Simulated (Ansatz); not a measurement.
A run of Ansatz 0.2.0 is set up as follows.

input.yaml

```yaml
crystal:
  lattice:
    - [-1.60842, 1.60842, 1.87318]
    - [1.60842, -1.60842, 1.87318]
    - [1.60842, 1.60842, -1.87318]
  atoms:
    - { symbol: Ge, position: [0.5, 0.5, 0.0] }
hamiltonian:
  xc: pbesol
  pseudopotentials: { kind: paw }
kpoints:
  mp_grid: { grid: [12, 12, 12] }
scf:
  occupations: { method: fermi_dirac, width: 0.05 }
output:
  forces: true
  stress: true
  eigenvalues: true
relax:
  f_tol: 0.01
  max_steps: 40
  cell: { stress_tol: 0.05 }
```

Potentials or basis: Ansatz PAW.

Command:

```sh
$ ansatz run input.yaml --threads 2 --pin off --max-ram 5632MiB --backend cpu --events-out ev --progress --plain --runs-dir out
```

Q: Estimate the band gap on the k mesh.

A: None (metal or under the smearing width).

Q: Predict the space group after relaxing (to 0.05 Å).

A: I4/mmm (No. 139).

The path:
```
step  energy change (eV)  largest force (eV/Å)  volume (Å³)
   1              0.0000                0.0000        19.38
   2             -0.0078                0.0000        18.30
   3             -0.0084                0.0000        18.54
   4             -0.0084                0.0000        18.54
   5             -0.0089                0.0000        18.53
   6             -0.0104                0.0000        18.52
   7             -0.0107                0.0000        18.51
   8             -0.0107                0.0000        18.48
   9             -0.0105                0.0000        18.48
```

Caveat: the plane-wave basis is chosen anew once the cell has moved, so the energies of steps on either side of that aren't comparable; the PAW data sets come from PBE, with cores solved anew for the run's functional, which leaves a small shift of forces and pressure.
